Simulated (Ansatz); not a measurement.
A run of Ansatz 0.2.0:

The input input.yaml:

```yaml
crystal:
  lattice:
    - [3.09226913, 0.0, 0.0]
    - [-1.2681084651, 2.8202888669, 0.0]
    - [-0.9120803322, -1.4101444332, 2.596484261]
  atoms:
    - { symbol: Mg, position: [0.0, 0.0, 0.0] }
kpoints:
  mp_grid: { grid: [11, 11, 11] }
scf:
  occupations: { method: gaussian, width: 0.02 }
hamiltonian:
  xc: rpbe
  pseudopotentials: { kind: all_electron, lapw: { basis_error: 0.001 } }
output:
  forces: true
  stress: true
  eigenvalues: true
```

Potentials or basis: all-electron LAPW, scalar-relativistic.

The run is started by

```console
$ ansatz run input.yaml --threads 1 --pin off --max-ram 3072MiB --backend cpu --events-out ev --progress --plain --runs-dir out
```

Hardware: 1 thread of Arm Neoverse V1 (shared host).

Q: How long does it take, and how much memory?

A: Wall time 3.1 s on 1 thread of Arm Neoverse V1, with other jobs on the host, peak memory 0.21 GiB. Counts: scf iterations 5, plane waves 71, k points 126, bands 9.
